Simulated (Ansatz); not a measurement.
# AlNi under changes of volume

One of the cells (11.956 Å³/atom); the others are scaled copies at fixed shape and fractional positions:

```
Ni Al
1.0
     2.88100    0.00000    0.00000
     0.00000    2.88100    0.00000
     0.00000    0.00000    2.88100
Ni Al
1 1
Direct
  0.50000 0.50000 0.50000
  0.00000 0.00000 0.00000
```

| Item | Value |
| --- | --- |
| Program | Ansatz 0.2.0 |
| Functional | LDA |
| Potentials or basis | all-electron LAPW, scalar-relativistic |
| Cutoff | 256 eV (chosen from the basis error) |
| Basis error allowed | 0.001 eV/atom |
| k mesh | 9 × 9 × 9 |
| Occupations | fermi-dirac, width 0.05 eV |
| Spin | collinear spin, ferromagnetic start |
| Starting moments | [1.0, 0.0] μB |

| volume (Å³/atom) | energy over the lowest point (meV/atom) | pressure (GPa) |
| --- | --- | --- |
| 11.239 | 0.00 | 1.9 |
| 11.478 | ? | ? |
| 11.717 | 6.04 | -5.5 |
| 11.956 | 16.75 | -8.7 |
| 12.196 | 31.87 | -11.5 |
| 12.435 | 50.93 | -13.9 |
| 12.674 | 73.50 | -16.2 |

Task: What does the run at 11.478 Å³/atom give?

Result: Energy over the lowest point 0.26 meV/atom; pressure -2.1 GPa.

Worked out: A Birch-Murnaghan fit of order 3 (a polynomial in V^(-2/3)) to the other rows has its minimum at 11.35 Å³/atom with B0 = V·E''(V) = 185 GPa and B' = 4.2. It gives 0.28 meV/atom at 11.478 Å³/atom, against the run's 0.26, and -dE/dV = -2.1 GPa, against -2.1.

Energies are extrapolated to zero smearing.

Caveats: the starting moments weren't kept.
